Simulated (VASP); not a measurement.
# Pt (Im-3m) in VASP: settings compared

The runs below take Pt through band structure, with RPBE, revPBE, BLYP, AM05.

Everything below comes from runs of VASP 6.6.1. Logs are shortened: lines on timing, memory, paths and dates and some standing lists are left out, and cuts for length are marked.

## Step 1: The crystal as given

The structure is cubic, space group Im-3m (No. 229). The conventional cell has a = 3.168 Å, b = 3.168 Å, c = 3.168 Å, α = 90.00°, β = 90.00°, γ = 90.00°. Around Pt (site symmetry m-3m) lie 8 Pt at 2.74 Å.

This isn't the form of Pt at room conditions, which is fcc.

## Step 2: Band structure, RPBE

File POSCAR:

```
Pt
1.0
   -1.5842200000      1.5842200000      1.5842200000
    1.5842200000     -1.5842200000      1.5842200000
    1.5842200000      1.5842200000     -1.5842200000
Pt
1
Direct
    0.0000000000      0.0000000000      0.0000000000
```

File INCAR.step1:

```
  PREC = Accurate
  ENCUT = 520
  EDIFF = 1E-6
  ISMEAR = -1
  SIGMA = 0.05
  LREAL = False
  LASPH = True
  NELM = 60
  ALGO = Normal
  ISIF = 2
  LWAVE = False
  LCHARG = True
  LMAXMIX = 4
  GGA = RP
```

File KPOINTS.step1:

```
regular mesh
0
Gamma
  12 12 12
```

File INCAR.step2:

```
  PREC = Accurate
  ENCUT = 520
  EDIFF = 1E-6
  ISMEAR = 0
  SIGMA = 0.05
  LREAL = False
  LASPH = True
  NELM = 60
  ALGO = Normal
  ISIF = 2
  LWAVE = False
  LCHARG = False
  LMAXMIX = 4
  GGA = RP
  ICHARG = 11
```

File KPOINTS.step2:

```
path GHNGPH,PN
20
line-mode
reciprocal
 0.0000000000  0.0000000000  0.0000000000  G
 0.5000000000 -0.5000000000  0.5000000000  H

 0.5000000000 -0.5000000000  0.5000000000  H
 0.0000000000  0.0000000000  0.5000000000  N

 0.0000000000  0.0000000000  0.5000000000  N
 0.0000000000  0.0000000000  0.0000000000  G

 0.0000000000  0.0000000000  0.0000000000  G
 0.2500000000  0.2500000000  0.2500000000  P

 0.2500000000  0.2500000000  0.2500000000  P
 0.5000000000 -0.5000000000  0.5000000000  H

 0.2500000000  0.2500000000  0.2500000000  P
 0.0000000000  0.0000000000  0.5000000000  N
```

Potentials or basis: VASP PAW PBE potentials, release 64 (Pt).

Launch:

```bash
cat potpaw_PBE.64/Pt/POTCAR > POTCAR
cp INCAR.step1 INCAR
cp KPOINTS.step1 KPOINTS
mpirun -np 1 vasp_std > vasp.out
cp INCAR.step2 INCAR
cp KPOINTS.step2 KPOINTS
mpirun -np 1 vasp_std > vasp.out
```

OUTCAR:

```text
PREC = Accurate
   ENCUT = 520
   EDIFF = 1E-6
   ISMEAR = 0
   LREAL = False
   LASPH = True
   NELM = 60
   ISIF = 2
   GGA = RP
   ICHARG = 11

 ion  position               nearest neighbor table
   1  0.000  0.000  0.000-

  LATTYP: Found a body centered cubic cell.
 ALAT       =     3.1684400000

  Lattice vectors:

 A1 = (  -1.5842200000,   1.5842200000,   1.5842200000)
 A2 = (   1.5842200000,  -1.5842200000,   1.5842200000)
 A3 = (   1.5842200000,   1.5842200000,  -1.5842200000)

Analysis of symmetry for initial positions (statically):
=====================================================================
 Subroutine PRICEL returns:
 Original cell was already a primitive cell.

 Routine SETGRP: Setting up the symmetry group for a
 body centered cubic supercell.

 Subroutine GETGRP returns: Found 48 space group operations
 (whereof 48 operations were pure point group operations)
 out of a pool of 48 trial point group operations.

The static configuration has the point symmetry O_h .

Analysis of symmetry for dynamics (positions and initial velocities):
=====================================================================
 Subroutine PRICEL returns:
 Original cell was already a primitive cell.

 Routine SETGRP: Setting up the symmetry group for a
 body centered cubic supercell.

 Subroutine GETGRP returns: Found 48 space group operations
 (whereof 48 operations were pure point group operations)
 out of a pool of 48 trial point group operations.

The dynamic configuration has the point symmetry O_h .

 Subroutine INISYM returns: Found 48 space group operations
 (whereof 48 operations are pure point group operations),
 and found     1 'primitive' translations

----------------------------------------------------------------------------------------

                                     Primitive cell

  volume of cell :      15.9040

  direct lattice vectors                    reciprocal lattice vectors
    -1.584220000  1.584220000  1.584220000     0.000000000  0.315612731  0.315612731
     1.584220000 -1.584220000  1.584220000     0.315612731  0.000000000  0.315612731
     1.584220000  1.584220000 -1.584220000     0.315612731  0.315612731  0.000000000

  length of vectors
     2.743949530  2.743949530  2.743949530     0.446343804  0.446343804  0.446343804

  position of ions in fractional coordinates (direct lattice)
     0.000000000  0.000000000  0.000000000

  ion indices of the primitive-cell ions
   primitive index   ion index
                 1           1

----------------------------------------------------------------------------------------

 KPOINTS: path GHNGPH,PN

Interpolating k-points between supplied coordinates.

 Line segments in fractional coordinates (reciprocal lattice):
    0.000000  0.000000  0.000000  ...  0.500000 -0.500000  0.500000
    0.500000 -0.500000  0.500000  ...  0.000000  0.000000  0.500000
    0.000000  0.000000  0.500000  ...  0.000000  0.000000  0.000000
    0.000000  0.000000  0.000000  ...  0.250000  0.250000  0.250000
    0.250000  0.250000  0.250000  ...  0.500000 -0.500000  0.500000
    0.250000  0.250000  0.250000  ...  0.000000  0.000000  0.500000

 Generated    20 points on each line segment, for a total of    120 k-points:

 Following reciprocal coordinates:
            Coordinates               Weight
  0.000000  0.000000  0.000000      0.008333
  0.026316 -0.026316  0.026316      0.008333
  0.052632 -0.052632  0.052632      0.008333
  0.078947 -0.078947  0.078947      0.008333
  0.105263 -0.105263  0.105263      0.008333
  0.131579 -0.131579  0.131579      0.008333
[... 16 lines left out ...]
  0.447368 -0.447368  0.500000      0.008333
  0.421053 -0.421053  0.500000      0.008333
 [... further k-points ...]
   k-points           NKPTS =    120   k-points in BZ     NKDIM =    120   number of bands    NBANDS=      9
   number of dos      NEDOS =    301   number of ions     NIONS =      1
   total plane-waves  NPLWV =   8000
   dimension x,y,z NGX =    20 NGY =   20 NGZ =   20
   dimension x,y,z NGXF=    40 NGYF=   40 NGZF=   40
   ions per type =               1
   NGX,Y,Z   is equivalent  to a cutoff of  12.12, 12.12, 12.12 a.u.
   NGXF,Y,Z  is equivalent  to a cutoff of  24.23, 24.23, 24.23 a.u.
 SYSTEM =  unknown system
   PREC   = accura    normal or accurate (medium, high low for compatibility)
   ISTART =      0    job   : 0-new  1-cont  2-samecut
   ICHARG =     11    charge: 1-file 2-atom 10-const
   ISPIN  =      1    spin polarized calculation?
   LNONCOLLINEAR =      F non collinear calculations
   LSORBIT =      F    spin-orbit coupling
   LASPH  =      T    aspherical Exc in radial PAW
   ENCUT  =  520.0 eV  38.22 Ry    6.18 a.u.   5.10  5.10  5.10*2*pi/ulx,y,z
   NELM   =     60;   NELMIN=  2; NELMDL=  0     # of ELM steps
   EDIFF  = 0.1E-05   stopping-criterion for ELM
   LREAL  =      F    real-space projection
   EDIFFG = 0.1E-04   stopping-criterion for IOM
   NSW    =      0    number of steps for IOM
   IBRION =     -1    ionic relax: 0-MD 1-quasi-New 2-CG
   NFREE  =      0    steps in history (QN), initial steepest desc. (CG)
   ISIF   =      2    stress and relaxation
   ISYM   =      2    0-nonsym 1-usesym 2-fastsym
   POTIM  = 0.5000    time-step for ionic-motion
   TEBEG  =    0.0;   TEEND  =   0.0 temperature during run
   PSTRESS=    0.0 pullay stress
   NELECT =      10.0000    total number of electrons
   NUPDOWN=      -1.0000    fix difference up-down
   EMIN   =  10.00;   EMAX   =-10.00  energy-range for DOS
   EFERMI =   0.00;   METHOD = LEGACY
   ISMEAR =     0;   SIGMA  =   0.05  broadening in eV -4-tet -1-fermi 0-gaus
   EFERMI_NEDOS =   21; number of points for ismear=-14 and -15
   IALGO  =     38    algorithm
   IMIX   =      4    mixing-type and parameters
     AMIX     =   0.40;   BMIX     =  1.00
     AMIX_MAG =   1.60;   BMIX_MAG =  1.00
  volume/ion in A,a.u.               =      15.90       107.33
  Fermi-wavevector in a.u.,A,eV,Ry     =   1.402510  2.650360 26.763132  1.967035
  Thomas-Fermi vector in A             =   2.525265
   LORBIT       =      0    0 simple, 1 ext, 2 COOP (PROOUT), +10 PAW based schemes
   GGA     = RP    functional components
   LHFCALC =     F    Hartree Fock is set to
   AEXX    =    0.0000 exact exchange contribution
   IVDW    =     0    specifies the selected vdW correction
   LEPSILON=     F    determine dielectric tensor
   LRPA    =     F    only Hartree local field effects (RPA)
 non-spin polarized calculation
 Gauss-broadening in eV      SIGMA  =   0.05
  energy-cutoff  :      520.00
  volume of cell :       15.90
 maximum number of plane-waves:       444

 number of electron      10.0000000 magnetization

 Free energy of the ion-electron system (eV)
  ---------------------------------------------------
  ext. energy  EPLUGINS =         0.00000000
  ---------------------------------------------------
  free energy    TOTEN  =        -5.26475504 eV

  energy without entropy =       -5.26319633  energy(sigma->0) =       -5.26397568

 E-fermi :  10.5501     XC(G=0): -13.1033

 val. band max:       10.5487403817   @ k =   0.4474  -0.4474   0.4474
 cond. band min:      10.5509131124   @ k =   0.4868  -0.4605   0.4868
 fundamental gap:      0.0021727307
 Fermi energy:        10.5501174335

 k-point     1 :       0.0000    0.0000    0.0000
  band No.  band energies     occupation
      1       0.7735      2.00000
      2       6.7324      2.00000
      3       6.7324      2.00000
      4       6.7324      2.00000
      5       9.1746      2.00000
      6       9.1746      2.00000
      7      27.2542      0.00000
      8      27.2542      0.00000
      9      27.2542      0.00000

 k-point     2 :       0.0263   -0.0263    0.0263
  band No.  band energies     occupation
      1       0.8299      2.00000
      2       6.7329      2.00000
      3       6.7329      2.00000
      4       6.7544      2.00000
      5       9.1290      2.00000
      6       9.1916      2.00000
      7      27.2516      0.00000
      8      27.3363      0.00000
      9      27.3363      0.00000

 k-point     3 :       0.0526   -0.0526    0.0526
  band No.  band energies     occupation
      1       0.9978      2.00000
      2       6.7362      2.00000
      3       6.7362      2.00000
      4       6.8201      2.00000
      5       8.9949      2.00000
      6       9.2411      2.00000
      7      27.2472      0.00000
      8      27.5772      0.00000
      9      27.5772      0.00000

 k-point     4 :       0.0789   -0.0789    0.0789
  band No.  band energies     occupation
      1       1.2730      2.00000
      2       6.7462      2.00000
      3       6.7462      2.00000
      4       6.9285      2.00000
      5       8.7800      2.00000
      6       9.3187      2.00000
      7      27.2492      0.00000
      8      27.9574      0.00000
      9      27.9574      0.00000
[... 205 lines left out ...]
 k-point    22 :       0.4737   -0.4737    0.5000
  band No.  band energies     occupation
      1       4.1809      2.00000
      2       4.1837      2.00000
      3      10.6126      0.07738
      4      10.6323      0.02013
      5      10.6864      0.00012
      6      17.7687      0.00000
      7      17.8215      0.00000
      8      17.9333      0.00000
      9      23.0927      0.00000

 k-point    23 :       0.4474   -0.4474    0.5000
  band No.  band energies     occupation
      1       4.2242      2.00000
      2       4.2362      2.00000
      3      10.4116      1.99991
      4      10.4831      1.94200
      5      10.6964      0.00004
      6      17.5632      0.00000
      7      17.7366      0.00000
      8      18.1733      0.00000
      9      23.5705      0.00000

 k-point    24 :       0.4211   -0.4211    0.5000
  band No.  band energies     occupation
      1       4.2942      2.00000
      2       4.3235      2.00000
      3      10.1069      2.00000
      4      10.2452      2.00000
      5      10.7128      0.00000
      6      17.3064      0.00000
      7      17.5946      0.00000
      8      18.5427      0.00000
      9      24.2541      0.00000

 [... further k-points ...]

------------------------ aborting loop because EDIFF is reached ----------------------------------------

  FORCE on cell =-STRESS in cart. coord.  units (eV):
  Direction    XX          YY          ZZ          XY          YZ          ZX
  --------------------------------------------------------------------------------------
  -------------------------------------------------------------------------------------
  Total        2.8988192      2.8988192      2.8988192     -0.0000000     -0.0000000     -0.0000000
  in kB      292.0285095    292.0285095    292.0285095     -0.0000000     -0.0000000     -0.0000000
  external PRESSURE =     292.0285095 kB  Pullay stress =       0.0000000 kB

 VOLUME and BASIS-vectors are now :
 -----------------------------------------------------------------------------
  energy-cutoff  :      520.00
  volume of cell :       15.90
      direct lattice vectors                 reciprocal lattice vectors
    -1.584220000  1.584220000  1.584220000     0.000000000  0.315612731  0.315612731
     1.584220000 -1.584220000  1.584220000     0.315612731  0.000000000  0.315612731
     1.584220000  1.584220000 -1.584220000     0.315612731  0.315612731  0.000000000

 POSITION                                       TOTAL-FORCE (eV/Angst)
 -----------------------------------------------------------------------------------
      0.00000      0.00000      0.00000        -0.000000      0.000000      0.000000
 -----------------------------------------------------------------------------------
    total drift:                               -0.000000     -0.000000      0.000000

  FREE ENERGIE OF THE ION-ELECTRON SYSTEM (eV)
  ---------------------------------------------------
  free  energy   TOTEN  =        -5.2647550403 eV

  energy  without entropy=       -5.2631963253  energy(sigma->0) =       -5.26397568
```

Run time: 12 s. Hardware: 1 thread of Intel Xeon 6975P-C (Granite Rapids), shared host; peak memory 0.13 GiB.

What came out:

* Band gap along the path: none (metal or under the smearing width)

Levels at the corners of the path, in eV from the Fermi level:
```csv
point,band 3,band 4,band 5,band 6,band 7,band 8
Γ,-3.36,-3.36,-0.92,-0.92,17.16,17.16
H,0.59,0.59,0.59,7.75,7.75,7.75
H,0.59,0.59,0.59,7.75,7.75,7.75
N,-1.10,-0.61,0.38,1.10,6.34,13.34
N,-1.10,-0.61,0.38,1.10,6.34,13.34
Γ,-3.36,-3.36,-0.92,-0.92,17.16,17.16
Γ,-3.36,-3.36,-0.92,-0.92,17.16,17.16
P,-4.15,-0.54,-0.54,4.87,9.44,9.44
P,-4.15,-0.54,-0.54,4.87,9.44,9.44
H,0.59,0.59,0.59,7.75,7.75,7.75
P,-4.15,-0.54,-0.54,4.87,9.44,9.44
N,-1.10,-0.61,0.38,1.10,6.34,13.34
```

Caveat: the log is that of the step along the path at fixed density, whose energy, stress, charges and moments have no meaning; the PAW data sets were made with another functional, which shifts forces and pressure a little; spin-orbit coupling is left out, which moves the levels of the heavy elements.

## Step 3: Band structure, revPBE

POSCAR is that of step 2.

Changes to INCAR.step1 since step 2:

```diff
@@ -13,2 +13,2 @@
   LMAXMIX = 4
-  GGA = RP
+  GGA = RE
```

KPOINTS.step1 is that of step 2.

Changes to INCAR.step2 since step 2:

```diff
@@ -13,3 +13,3 @@
   LMAXMIX = 4
-  GGA = RP
+  GGA = RE
   ICHARG = 11
```

KPOINTS.step2 is that of step 2.

Potentials or basis: VASP PAW PBE potentials, release 64 (Pt).

Launch:

```bash
cat potpaw_PBE.64/Pt/POTCAR > POTCAR
cp INCAR.step1 INCAR
cp KPOINTS.step1 KPOINTS
mpirun -np 1 vasp_std > vasp.out
cp INCAR.step2 INCAR
cp KPOINTS.step2 KPOINTS
mpirun -np 1 vasp_std > vasp.out
```

Wall time 12 s (1 thread of Intel Xeon 6975P-C (Granite Rapids), shared host); peak memory 0.13 GiB.

It converged, with:

```yaml
Band_gap_along_the_path: none (metal or under the smearing width)
```

Levels at the corners of the path, in eV from the Fermi level:
| point | band 3 | band 4 | band 5 | band 6 | band 7 | band 8 |
| --- | --- | --- | --- | --- | --- | --- |
| Γ | -3.37 | -3.37 | -0.92 | -0.92 | 17.16 | 17.16 |
| H | 0.59 | 0.59 | 0.59 | 7.74 | 7.74 | 7.74 |
| H | 0.59 | 0.59 | 0.59 | 7.74 | 7.74 | 7.74 |
| N | -1.10 | -0.61 | 0.38 | 1.10 | 6.33 | 13.34 |
| N | -1.10 | -0.61 | 0.38 | 1.10 | 6.33 | 13.34 |
| Γ | -3.37 | -3.37 | -0.92 | -0.92 | 17.16 | 17.16 |
| Γ | -3.37 | -3.37 | -0.92 | -0.92 | 17.16 | 17.16 |
| P | -4.15 | -0.54 | -0.54 | 4.85 | 9.44 | 9.44 |
| P | -4.15 | -0.54 | -0.54 | 4.85 | 9.44 | 9.44 |
| H | 0.59 | 0.59 | 0.59 | 7.74 | 7.74 | 7.74 |
| P | -4.15 | -0.54 | -0.54 | 4.85 | 9.44 | 9.44 |
| N | -1.10 | -0.61 | 0.38 | 1.10 | 6.33 | 13.34 |

Caveat: the log is that of the step along the path at fixed density, whose energy, stress, charges and moments have no meaning; the PAW data sets were made with another functional, which shifts forces and pressure a little; spin-orbit coupling is left out, which moves the levels of the heavy elements.

## Step 4: Band structure, BLYP

POSCAR is that of step 3.

Changes to INCAR.step1 since step 3:

```diff
@@ -13,2 +13,6 @@
   LMAXMIX = 4
-  GGA = RE
+  GGA = B5
+  ALDAX = 1.0
+  AGGAX = 1.0
+  AGGAC = 1.0
+  ALDAC = 0.0
```

KPOINTS.step1 is that of step 3.

Changes to INCAR.step2 since step 3:

```diff
@@ -13,3 +13,7 @@
   LMAXMIX = 4
-  GGA = RE
+  GGA = B5
+  ALDAX = 1.0
+  AGGAX = 1.0
+  AGGAC = 1.0
+  ALDAC = 0.0
   ICHARG = 11
```

KPOINTS.step2 is that of step 3.

Launch:

```bash
cat potpaw_PBE.64/Pt/POTCAR > POTCAR
cp INCAR.step1 INCAR
cp KPOINTS.step1 KPOINTS
mpirun -np 1 vasp_std > vasp.out
cp INCAR.step2 INCAR
cp KPOINTS.step2 KPOINTS
mpirun -np 1 vasp_std > vasp.out
```

Run time: 14 s. Hardware: 1 thread of Intel Xeon 6975P-C (Granite Rapids), shared host; peak memory 0.13 GiB.

The run converged. Its results:

```
Band gap along the path : none (metal or under the smearing width)
```

Levels at the corners of the path, in eV from the Fermi level:
| point | band 3 | band 4 | band 5 | band 6 | band 7 | band 8 |
| --- | --- | --- | --- | --- | --- | --- |
| Γ | -3.41 | -3.41 | -0.94 | -0.94 | 17.42 | 17.42 |
| H | 0.58 | 0.58 | 0.58 | 7.88 | 7.88 | 7.88 |
| H | 0.58 | 0.58 | 0.58 | 7.88 | 7.88 | 7.88 |
| N | -1.13 | -0.63 | 0.61 | 1.10 | 6.32 | 13.57 |
| N | -1.13 | -0.63 | 0.61 | 1.10 | 6.32 | 13.57 |
| Γ | -3.41 | -3.41 | -0.94 | -0.94 | 17.42 | 17.42 |
| Γ | -3.41 | -3.41 | -0.94 | -0.94 | 17.42 | 17.42 |
| P | -4.12 | -0.57 | -0.57 | 4.77 | 9.63 | 9.63 |
| P | -4.12 | -0.57 | -0.57 | 4.77 | 9.63 | 9.63 |
| H | 0.58 | 0.58 | 0.58 | 7.88 | 7.88 | 7.88 |
| P | -4.12 | -0.57 | -0.57 | 4.77 | 9.63 | 9.63 |
| N | -1.13 | -0.63 | 0.61 | 1.10 | 6.32 | 13.57 |

Caveat: the log is that of the step along the path at fixed density, whose energy, stress, charges and moments have no meaning; the PAW data sets were made with another functional, which shifts forces and pressure a little; spin-orbit coupling is left out, which moves the levels of the heavy elements.

[end of part 1 of 2]
